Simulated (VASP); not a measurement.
# Zr: single point with PBEsol

The system is Zr.

```
CELL_PARAMETERS angstrom
0.54967 2.56064 2.56064
2.56064 0.54967 2.56064
2.56064 2.56064 0.54967
ATOMIC_POSITIONS crystal
Zr 0.00000 0.00000 0.00000
```

This isn't the form of Zr at room conditions, which is hcp.

| Property | Result |
| --- | --- |
| Program | VASP 6.6.1 |
| Task | single point |
| Functional | PBEsol |
| Potentials or basis | VASP PAW PBE potentials, release 64 (Zr_sv) |
| Cutoff | 520 eV |
| k mesh | 20 × 20 × 20 |
| Occupations | gaussian, width 0.15 eV |
| Spin | no spin polarisation |

* Pressure: 0.7 GPa
* Band gap on the k mesh: none (metal or under the smearing width)

Stress tensor (GPa, compression positive):
```
 0.66 -8.61 -8.61
-8.61  0.66 -8.61
-8.61 -8.61  0.66
```

Levels at points of the mesh, in eV from the Fermi level:
```
           k point  band 3  band 4  band 5  band 6  band 7  band 8  band 9  band 10
(0.00, 0.00, 0.00)  -25.40  -25.40   -5.12   -1.34    1.61    1.61    5.06     5.06
(0.50, 0.00, 0.00)  -26.05  -25.86   -2.90   -1.00    2.72    3.04    3.22     7.75
(0.50, 0.50, 0.00)  -26.15  -25.89   -2.96   -2.26    3.88    4.76    4.91     7.79
(0.50, 0.50, 0.50)  -25.42  -25.42   -3.23   -0.55    1.49    1.49    5.64     5.64
```

Wall time 3.5 min on 1 thread of Intel(R) Xeon(R) 6975P-C (Granite Rapids), with other jobs on the host, peak memory 0.32 GiB.

Caveat: the PAW data sets were made with another functional, which shifts forces and pressure a little.
